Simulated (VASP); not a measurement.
## N under changes of volume

One of the cells (22.263 Å³/atom); the others are scaled copies at fixed shape and fractional positions:

```xyz
8
Lattice="5.6264 0.0000 0.0000 0.0000 5.6264 0.0000 0.0000 0.0000 5.6264" Properties=species:S:1:pos:R:3 pbc="T T T"
N     0.3192    2.4939    3.1324
N     2.4939    3.1324    0.3192
N     3.1324    0.3192    2.4939
N     5.3071    5.3071    5.3071
N     5.3071    3.1324    2.4939
N     3.1324    2.4939    5.3071
N     2.4939    5.3071    3.1324
N     0.3192    0.3192    0.3192
```

* Program: VASP 6.6.1
* Functional: r2SCAN
* Potentials or basis: VASP PAW PBE potentials, release 64 (N)
* Cutoff: 520 eV
* k mesh: 4 × 4 × 4
* Occupations: gaussian, width 0.02 eV
* Spin: no spin polarisation

```csv
volume (Å³/atom),energy over the lowest point (meV/atom),pressure (GPa),gap on the mesh (eV),largest force (eV/Å)
21.373,?,?,?,?
21.818,3.22,1.6,8.02,1.335
22.263,0.00,0.0,7.97,0.109
22.709,1.35,-1.6,7.91,1.034
23.154,6.81,-2.9,7.86,2.101
```

What does the run at 21.373 Å³/atom give?

Energy over the lowest point 11.30 meV/atom; pressure 3.5 GPa; gap on the mesh 8.07 eV; largest force 2.648 eV/Å.

Worked out: A Birch-Murnaghan fit of order 2 (a polynomial in V^(-2/3)) to the other rows has its minimum at 22.35 Å³/atom with B0 = V·E''(V) = 81 GPa at fixed shape and positions, which overstates the stiffness. It gives 11.46 meV/atom at 21.373 Å³/atom, against the run's 11.30, and -dE/dV = 3.9 GPa, against 3.5. A straight line through the other rows of the gap, of slope -2.73 eV per unit of ln V, extrapolates to 8.08 eV, against the run's 8.07.

Energies are extrapolated to zero smearing.

Caveats: the standard files for N, O and F lose accuracy on very short bonds; the PAW data sets were made with another functional, which shifts forces and pressure a little.

A mesh can miss the band edges.
